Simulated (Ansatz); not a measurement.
# Tuning gaps by epitaxial strain

Plane-wave DFT in Ansatz, r2SCAN, scalar-relativistic PAW potentials, cutoff 500 eV, no spin-orbit coupling; no spin polarisation. Equal strain along a and b of the conventional cell, c and the atoms relaxed; gaps sought over the whole zone.

```tsv
crystal	strain: gap (eV)
SnO (P4/nmm)	-6.0 %: 0.730; -4.0 %: 0.141; -2.0 %: 0.145; +0.0 %: 0.363; +2.0 %: 0.650; +4.0 %: 0.926; +6.0 %: 1.166
SiC (P6_3mc)	-6.0 %: 1.720; -4.0 %: 2.089; -2.0 %: 2.397; +0.0 %: 2.652; +2.0 %: 2.783; +4.0 %: 2.594; +6.0 %: 2.314
TiO₂ (I4_1/amd)	-3.0 %: 2.882; -2.0 %: 2.756; -1.0 %: 2.637; +0.0 %: 2.529; +1.0 %: 2.432; +2.0 %: 2.350; +3.0 %: 2.279
CsH (Fm-3m)	-6.0 %: 2.498; -4.0 %: 2.575; -2.0 %: 2.635; +0.0 %: 2.680; +2.0 %: 2.715; +4.0 %: 2.740; +6.0 %: 2.757
```

Problem. What are the slopes on either side of zero strain, and why can they differ?

Solution. SnO (P4/nmm) +109 and +144; SiC (P6_3mc) +128 and +66; TiO₂ (I4_1/amd) -108 and -97; CsH (Fm-3m) +23 and +18 meV per % (over the first step on the compressive side, then on the tensile side; a positive slope means the gap grows as the plane is stretched). The slope drops from the first side to the second in SiC (P6_3mc). The gap is the smallest distance between any valence top and conduction valley, so its slope drops where another pair takes over. In SiC (P6_3mc) the strain keeps the symmetry, so nothing splits at zero; most likely two bands or valleys cross within a step of it. A crossing can only lower the slope, so where it rises, as in SnO (P4/nmm), the cause is curvature. Relaxations kept the strained cell's symmetry, so distortions at large strain weren't sought, and coherent films seldom hold more than 2 to 3 %. The slope of one pair of band edges is as a rule more reliable than the Kohn–Sham gap, while the strain at which pairs cross shifts with the functional.

Spin-orbit coupling, left out, matters for the members with heavy elements.

Cost: about 39 core-minutes for the runs cited, on Intel Xeon Platinum 8488C (Sapphire Rapids), Arm Neoverse V1, AMD EPYC 7R43 (Zen 3) (shared hosts).